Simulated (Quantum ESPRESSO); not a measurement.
# CuI (Marshite) (F-43m) in Quantum ESPRESSO: notebook, part 3 of 3

Quantum ESPRESSO 7.5. The steps go on from the part before.

**4. Dielectric tensor, LDA**

The input, pw.in:

```
&CONTROL
  calculation = 'scf'
  prefix = 'pwscf'
  outdir = './tmp'
  pseudo_dir = './pseudo'
  tprnfor = .true.
  tstress = .true.
  disk_io = 'low'
/
&SYSTEM
  ibrav = 0
  nat = 2
  ntyp = 2
  ecutwfc = 56
  ecutrho = 448
  nbnd = 20
  occupations = 'smearing'
  smearing = 'fd'
  degauss = 0.00367493
/
&ELECTRONS
  conv_thr = 4d-10
  electron_maxstep = 120
  mixing_beta = 0.5
/
ATOMIC_SPECIES
I    126.9045 i_lda_v1.uspp.F.UPF
Cu    63.5460 cu_lda_v1.2.uspp.F.UPF
CELL_PARAMETERS angstrom
   0.0000000000    3.0315000000    3.0315000000
   3.0315000000    0.0000000000    3.0315000000
   3.0315000000    3.0315000000    0.0000000000
ATOMIC_POSITIONS crystal
I      0.0000000000    0.0000000000    0.0000000000
Cu     0.7500000000    0.7500000000    0.7500000000
K_POINTS automatic
6 6 6 1 1 1
```

The input, gamma.in:

```
&CONTROL
  calculation = 'bands'
  prefix = 'pwscf'
  outdir = './tmp'
  pseudo_dir = './pseudo'
  disk_io = 'low'
  verbosity = 'high'
/
&SYSTEM
  ibrav = 0
  nat = 2
  ntyp = 2
  ecutwfc = 56
  ecutrho = 448
  nbnd = 20
  occupations = 'smearing'
  smearing = 'fd'
  degauss = 0.00367493
/
&ELECTRONS
  conv_thr = 1d-08
  electron_maxstep = 120
  mixing_beta = 0.5
  diago_full_acc = .true.
  startingwfc = 'random'
/
ATOMIC_SPECIES
I    126.9045 i_lda_v1.uspp.F.UPF
Cu    63.5460 cu_lda_v1.2.uspp.F.UPF
CELL_PARAMETERS angstrom
   0.0000000000    3.0315000000    3.0315000000
   3.0315000000    0.0000000000    3.0315000000
   3.0315000000    3.0315000000    0.0000000000
ATOMIC_POSITIONS crystal
I      0.0000000000    0.0000000000    0.0000000000
Cu     0.7500000000    0.7500000000    0.7500000000
K_POINTS crystal
1
0.0 0.0 0.0 1
```

The input, scf2.in:

```
&CONTROL
  calculation = 'scf'
  prefix = 'pwscf'
  outdir = './tmp'
  pseudo_dir = './pseudo'
  tprnfor = .true.
  tstress = .true.
  disk_io = 'low'
/
&SYSTEM
  ibrav = 0
  nat = 2
  ntyp = 2
  ecutwfc = 56
  ecutrho = 448
  nbnd = 20
  occupations = 'fixed'
/
&ELECTRONS
  conv_thr = 1d-13
  electron_maxstep = 120
  mixing_beta = 0.5
  startingpot = 'file'
/
ATOMIC_SPECIES
I    126.9045 i_lda_v1.uspp.F.UPF
Cu    63.5460 cu_lda_v1.2.uspp.F.UPF
CELL_PARAMETERS angstrom
   0.0000000000    3.0315000000    3.0315000000
   3.0315000000    0.0000000000    3.0315000000
   3.0315000000    3.0315000000    0.0000000000
ATOMIC_POSITIONS crystal
I      0.0000000000    0.0000000000    0.0000000000
Cu     0.7500000000    0.7500000000    0.7500000000
K_POINTS automatic
6 6 6 1 1 1
```

The input, ph.in:

```
dielectric of CuI
&INPUTPH
  prefix = 'pwscf'
  outdir = './tmp'
  tr2_ph = 1d-18
  fildyn = 'dyn'
  niter_ph = 90
  alpha_mix(1) = 0.7
  epsil = .true.
  trans = .false.
  zeu = .true.
/
0.0000000000 0.0000000000 0.0000000000
```

Potentials or basis: GBRV 1.5 LDA.

On the command line:

```sh
$ OMP_NUM_THREADS=1 pw.x -in pw.in > pw.out
$ OMP_NUM_THREADS=1 pw.x -in gamma.in > gamma.out
$ OMP_NUM_THREADS=1 pw.x -in scf2.in > scf2.out
$ OMP_NUM_THREADS=1 ph.x -in ph.in > ph.out
```

pw.out:

```text
This program is part of the open-source Quantum ESPRESSO suite
     for quantum simulation of materials; please cite
[... 9 lines left out ...]
     --------------------
     sticks:   dense  smooth     PW     G-vecs:    dense   smooth      PW
     Sum        2029    1027    313                60087    21331    3527

     Using Slab Decomposition

     bravais-lattice index     =            0
     lattice parameter (alat)  =       8.1016  a.u.
     unit-cell volume          =     376.0099 (a.u.)^3
     number of atoms/cell      =            2
     number of atomic types    =            2
     number of electrons       =        26.00
     number of Kohn-Sham states=           20
     kinetic-energy cutoff     =      56.0000  Ry
     charge density cutoff     =     448.0000  Ry
     scf convergence threshold =      4.0E-10
     mixing beta               =       0.5000
     number of iterations used =            8  plain     mixing
     Exchange-correlation= SLA  PZ   NOGX NOGC
                           (   1   1   0   0   0   0   0)

     celldm(1)=   8.101612  celldm(2)=   0.000000  celldm(3)=   0.000000
     celldm(4)=   0.000000  celldm(5)=   0.000000  celldm(6)=   0.000000

     crystal axes: (cart. coord. in units of alat)
               a(1) = (   0.000000   0.707107   0.707107 )
               a(2) = (   0.707107   0.000000   0.707107 )
               a(3) = (   0.707107   0.707107   0.000000 )

     reciprocal axes: (cart. coord. in units 2 pi/alat)
               b(1) = ( -0.707107  0.707107  0.707107 )
               b(2) = (  0.707107 -0.707107  0.707107 )
               b(3) = (  0.707107  0.707107 -0.707107 )

     PseudoPot. # 1 for I  read from file:
     i_lda_v1.uspp.F.UPF
     Pseudo is Ultrasoft + core correction, Zval =  7.0
     Generated by new atomic code, or converted to UPF format
     Using radial grid of  893 points,  6 beta functions with:
                l(1) =   0
                l(2) =   0
                l(3) =   1
                l(4) =   1
                l(5) =   2
                l(6) =   2
     Q(r) pseudized with  8 coefficients,  rinner =    1.500   1.500   1.500
                                                       1.500   1.500

     PseudoPot. # 2 for Cu read from file:
     cu_lda_v1.2.uspp.F.UPF
     Pseudo is Ultrasoft + core correction, Zval = 19.0
     Generated by new atomic code, or converted to UPF format
     Using radial grid of  867 points,  6 beta functions with:
                l(1) =   0
                l(2) =   0
                l(3) =   1
                l(4) =   1
                l(5) =   2
                l(6) =   2
     Q(r) pseudized with  8 coefficients,  rinner =    1.150   1.150   1.150
                                                       1.150   1.150

     atomic species   valence    mass     pseudopotential
     I                 7.00   126.90450     I ( 1.00)
     Cu               19.00    63.54600     Cu( 1.00)

     24 Sym. Ops. (no inversion) found

   Cartesian axes

     site n.     atom                  positions (alat units)
         1        I      tau(   1) = (   0.0000000   0.0000000   0.0000000  )
         2        Cu     tau(   2) = (   1.0606602   1.0606602   1.0606602  )

     number of k points=    28  Fermi-Dirac smearing, width (Ry)=  0.0037
                       cart. coord. in units 2pi/alat
        k(    1) = (   0.0589256   0.0589256   0.0589256), wk =   0.0185185
        k(    2) = (   0.1767767   0.1767767  -0.0589256), wk =   0.0555556
        k(    3) = (   0.2946278   0.2946278  -0.1767767), wk =   0.0555556
        k(    4) = (  -0.2946278  -0.2946278   0.4124790), wk =   0.0555556
        k(    5) = (  -0.1767767  -0.1767767   0.2946278), wk =   0.0555556
        k(    6) = (  -0.0589256  -0.0589256   0.1767767), wk =   0.0555556
[... 20 lines left out ...]
        k(   27) = (   0.2946278   0.2946278   0.2946278), wk =   0.0185185
        k(   28) = (  -0.2946278  -0.2946278   0.8838835), wk =   0.0555556

     Dense  grid:    60087 G-vectors     FFT dimensions: (  60,  60,  60)

     Smooth grid:    21331 G-vectors     FFT dimensions: (  40,  40,  40)

     Initial potential from superposition of free atoms

     starting charge      24.9999, renormalised to      26.0000
     Starting wfcs are   17 randomized atomic wfcs +    3 random wfcs

     Self-consistent Calculation

     iteration #  1     ecut=    56.00 Ry     beta= 0.50
     Davidson diagonalization with overlap
     ethr =  1.00E-02,  avg # of iterations =  7.6

     total energy              =    -467.48708514 Ry
     estimated scf accuracy    <       1.43187489 Ry
[... 113 lines left out ...]
     iteration # 18     ecut=    56.00 Ry     beta= 0.50
     Davidson diagonalization with overlap
     ethr =  1.95E-12,  avg # of iterations =  1.5

     End of self-consistent calculation

          k = 0.0589 0.0589 0.0589 (  2697 PWs)   bands (ev):

  -104.4984 -62.3735 -62.3735 -62.3735  -7.8791   2.3679   2.5081   2.5081
     4.2383   4.2383   5.7573   6.0915   6.0915   7.5093  10.9039  11.1079
    11.1079  14.5414  15.4565  15.4565

          k = 0.1768 0.1768-0.0589 (  2665 PWs)   bands (ev):

  -104.4984 -62.3735 -62.3735 -62.3735  -7.7206   1.7935   2.4581   2.5374
     4.2119   4.2475   5.0676   5.5979   5.9506   8.4273  10.8239  11.3909
    11.7341  14.4008  15.0311  15.8490

          k = 0.2946 0.2946-0.1768 (  2653 PWs)   bands (ev):

  -104.4984 -62.3736 -62.3735 -62.3735  -7.4521   0.9137   2.4249   2.5467
     4.2265   4.2642   4.4685   5.2891   5.5805   8.5444  11.4614  11.6638
    12.5735  15.0656  15.1345  16.6620

          k =-0.2946-0.2946 0.4125 (  2660 PWs)   bands (ev):
[... 19 lines left out ...]
  -104.4984 -62.3735 -62.3735 -62.3735  -7.6455   1.6344   2.4621   2.4752
     4.1705   4.2717   5.0361   5.4496   5.4945   9.0233   9.8650  12.1336
    12.3419  13.5041  16.2169  16.7035

          k = 0.4125 0.1768-0.0589 (  2663 PWs)   bands (ev):

  -104.4984 -62.3736 -62.3735 -62.3735  -7.4235   1.1074   2.2576   2.4865
     4.1657   4.2856   4.5903   4.9403   5.2666   9.4528  10.2021  11.7672
    13.1388  14.5885  17.0507  17.5488

          k =-0.1768-0.4125 0.5303 (  2654 PWs)   bands (ev):
[... 7 lines left out ...]
  -104.4984 -62.3736 -62.3735 -62.3735  -7.3582   1.0181   2.0160   2.5269
     4.1982   4.2468   4.4903   4.7754   5.3505   9.5813  10.9820  11.5769
    12.9378  14.6569  16.4876  17.7453

          k = 0.0589-0.1768 0.2946 (  2665 PWs)   bands (ev):

  -104.4984 -62.3736 -62.3735 -62.3735  -7.5862   1.4324   2.3770   2.5284
     4.1878   4.2669   4.8102   5.2488   5.6767   8.9958  10.5459  11.7666
    12.1283  14.0961  15.8364  16.5592

          k = 0.5303 0.0589 0.0589 (  2665 PWs)   bands (ev):
[... 7 lines left out ...]
  -104.4984 -62.3736 -62.3735 -62.3735  -7.1867   0.7696   2.0319   2.4064
     4.1619   4.2586   4.3343   4.5775   4.7836   9.2763   9.8894  13.3720
    14.3825  15.6367  17.5721  18.3378

          k = 0.0589-0.4125 0.5303 (  2659 PWs)   bands (ev):

  -104.4984 -62.3736 -62.3735 -62.3735  -7.2207   0.9824   1.6694   2.4733
     4.1321   4.2409   4.4226   4.5868   5.0060   9.6036  11.1196  12.4015
    13.6258  14.3929  16.1924  18.8127

          k = 0.1768-0.2946 0.4125 (  2660 PWs)   bands (ev):

  -104.4984 -62.3736 -62.3735 -62.3735  -7.3540   0.7818   2.2652   2.5231
     4.2204   4.2610   4.3806   5.0507   5.3392   8.9761  11.0148  12.0435
    12.9075  15.2514  16.1401  17.2504

          k =-0.6482 0.0589 0.0589 (  2664 PWs)   bands (ev):

  -104.4984 -62.3736 -62.3735 -62.3735  -7.1885   0.6337   2.3184   2.4267
     4.1763   4.3176   4.3222   4.6344   4.6586   8.8715   9.1983  14.5346
    15.2885  15.7454  17.7467  18.4770

          k =-0.5303 0.1768-0.0589 (  2664 PWs)   bands (ev):

  -104.4984 -62.3736 -62.3735 -62.3735  -7.2755   0.8805   2.1247   2.4383
     4.1621   4.2793   4.4205   4.7097   4.9402   9.4062  10.0151  12.3577
    14.1764  15.2547  17.7685  18.1740

          k =-0.4125 0.0589 0.0589 (  2663 PWs)   bands (ev):

  -104.4984 -62.3736 -62.3735 -62.3735  -7.4616   1.1856   2.4075   2.4533
     4.1351   4.2945   4.7563   5.0798   5.0954   9.2528   9.5569  12.5792
    13.3055  14.0998  16.8413  18.0732

          k = 0.1768 0.1768 0.1768 (  2665 PWs)   bands (ev):
[... 37 lines left out ...]
  -104.4984 -62.3736 -62.3735 -62.3735  -7.1849   0.9787   1.7015   2.3704
     4.1495   4.2286   4.3530   4.5152   4.8674  10.1006  10.7210  12.1110
    13.1977  15.6561  17.5338  18.2466

          k =-0.7660 0.1768 0.1768 (  2654 PWs)   bands (ev):

  -104.4984 -62.3736 -62.3735 -62.3735  -7.1985   0.8709   1.7966   2.4746
     4.1200   4.2695   4.3677   4.6219   4.8786   9.1665  10.7047  13.2816
    13.8672  14.7380  16.4629  19.1991

          k = 0.2946 0.2946 0.2946 (  2665 PWs)   bands (ev):
[... 7 lines left out ...]
  -104.4984 -62.3736 -62.3735 -62.3735  -7.3070   0.7348   2.1438   2.5288
     4.2048   4.2485   4.3656   4.9354   5.2784   9.0870  10.9981  12.1797
    13.2918  15.3729  16.0689  16.6794

     the Fermi energy is     6.8209 ev

!    total energy              =    -468.25450110 Ry
     estimated scf accuracy    <          2.2E-10 Ry
     smearing contrib. (-TS)   =      -0.00000000 Ry
     internal energy E=F+TS    =    -468.25450110 Ry

     The total energy is F=E-TS. E is the sum of the following terms:
     one-electron contribution =    -417.28199773 Ry
     hartree contribution      =     217.44990715 Ry
     xc contribution           =     -85.73640113 Ry
     ewald contribution        =    -182.68600940 Ry

     convergence has been achieved in  18 iterations

     Forces acting on atoms (cartesian axes, Ry/au):

     atom    1 type  1   force =     0.00000000    0.00000000    0.00000000
     atom    2 type  2   force =     0.00000000    0.00000000    0.00000000

     Total force =     0.000000     Total SCF correction =     0.000000

     Computing stress (Cartesian axis) and pressure

          total   stress  (Ry/bohr**3)                   (kbar)     P=      -44.73
  -0.00030408   0.00000000   0.00000000          -44.73        0.00        0.00
   0.00000000  -0.00030408   0.00000000            0.00      -44.73        0.00
   0.00000000   0.00000000  -0.00030408            0.00        0.00      -44.73

=------------------------------------------------------------------------------=
   JOB DONE.
=------------------------------------------------------------------------------=
```

It took 17 min on 1 thread of Intel Xeon at 2.50GHz (Skylake/Cascade Lake), shared host; peak memory 0.27 GiB.

Results:

* Free energy: -6370.9270 eV
* Pressure: -4.5 GPa
* Electronic dielectric tensor (diagonal): 6.69
* Born charges (mean of the diagonal): I -1.12; Cu +1.10 e

Electronic dielectric tensor:
```
6.69 0.00 0.00
0.00 6.69 0.00
0.00 0.00 6.69
```

Born effective charge tensors (e):
atom 1, I
```
-1.12  0.00  0.00
 0.00 -1.12  0.00
 0.00  0.00 -1.12
```
atom 2, Cu
```
1.10 0.00 0.00
0.00 1.10 0.00
0.00 0.00 1.10
```

Caveat: the cell is more than 3 GPa from zero pressure, which shifts response properties. The run has no spin-orbit coupling, so splittings on I are missing.

**5. Summary**

| task | level | potentials or basis | cell | k mesh | form of the LDA correlation | pressure (GPa) |
| --- | --- | --- | --- | --- | --- | --- |
| phonons | RPBE | GBRV 1.5 PBE | relaxed | 4 × 4 × 4, shifted | - | 0.1 |
| phonons | vdW-DF-cx | GBRV 1.5 PBE | relaxed | 4 × 4 × 4, shifted | - | -0.1 |
| dielectric tensor | LDA | GBRV 1.5 LDA | as given | 6 × 6 × 6, shifted | PZ81 | -4.5 |

Alike in all rows: no spin polarisation; cutoff (eV) 762; smearing fermi-dirac 0.05 eV.

Caveats: the potentials were made for another functional, which shifts forces and pressure (some runs); the cell is more than 3 GPa from zero pressure, which shifts response properties (some runs).

Absolute energies hang on the potentials; compare differences alone.

**6. Comparison with measurements**

Step 2. A measured high-frequency dielectric constant of CuI is 4.84 (a printed reference work, data compilation); the calculated 6.06 misses it by +25.2 %.

Step 3. Measured high-frequency dielectric constant of CuI: 4.84 (a printed reference work, data compilation). This calculation gives 6.67 (+37.8 %). So large a miss can be the level of theory's own, or it may mean another phase, state or a wrong row.

Step 4. Against the measured high-frequency dielectric constant of CuI, 4.84 (a printed reference work, data compilation), the calculated 6.69 is off by +38.2 %. So large a miss can be the level of theory's own, or it may mean another phase, state or a wrong row.
